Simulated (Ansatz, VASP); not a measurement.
This is a calculation of W for Ansatz 0.2.0.

The input input.yaml:

```yaml
crystal:
  lattice:
    - [0.0, 2.03, 2.03]
    - [2.03, 0.0, 2.03]
    - [2.03, 2.03, 0.0]
  atoms:
    - { symbol: W, position: [0.0, 0.0, 0.0] }
kpoints:
  mp_grid: { grid: [4, 4, 4] }
scf:
  occupations: { method: fermi_dirac, width: 0.02 }
hamiltonian:
  xc: pbe
  pseudopotentials: { kind: all_electron, lapw: { basis_error: 0.003 } }
output:
  forces: true
  stress: true
  eigenvalues: true
```

Potentials or basis: all-electron LAPW, scalar-relativistic.

Run with:

```bash
$ ansatz run input.yaml --threads 1 --pin off --max-ram 2560MiB --backend cpu --events-out ev --progress --plain --runs-dir out
```

Problem. Translate it to VASP 6.6.1. Potentials there: VASP PAW PBE potentials, release 64 (W_sv).

Solution. As run (the cutoff follows the program's own potentials):

Contents of INCAR:

```
SYSTEM = W
ALGO = Normal
EDIFF = 1E-6
ENCUT = 520
GGA = PE
ISIF = 2
ISMEAR = -1
LASPH = .True.
LCHARG = .False.
LREAL = .False.
LWAVE = .False.
NBANDS = 13
NELM = 100
PREC = Accurate
SIGMA = 0.02
```

File KPOINTS:

```
k-points
0
Gamma
  4 4 4
  0 0 0
```

POSCAR

```
W
1.0
    0.0000000000      2.0300000000      2.0300000000
    2.0300000000      0.0000000000      2.0300000000
    2.0300000000      2.0300000000      0.0000000000
W
1
Direct
    0.0000000000      0.0000000000      0.0000000000
```

Potentials or basis: VASP PAW PBE potentials, release 64 (W_sv).

Launch:

```console
$ cat potpaw_PBE.64/W_sv/POTCAR > POTCAR
$ mpirun -np 1 vasp_std > vasp.out
```

Both were run:

|  | VASP | Ansatz | Ansatz less VASP |
| --- | --- | --- | --- |
| gap on the k mesh at the Fermi level (eV) | none | none | - |
| pressure (GPa) | -4.8 | -5.1 | -0.33 |

A gap of «none» marks a metal or a gap that the smearing closes. Ansatz ran all-electron here, so the differences hold the error of VASP's frozen core and of both bases.

Caveats: the k mesh is coarse (spacing up to 0.67 Å⁻¹), so the values aren't converged. Spin-orbit coupling is left out, which matters for the levels of W.
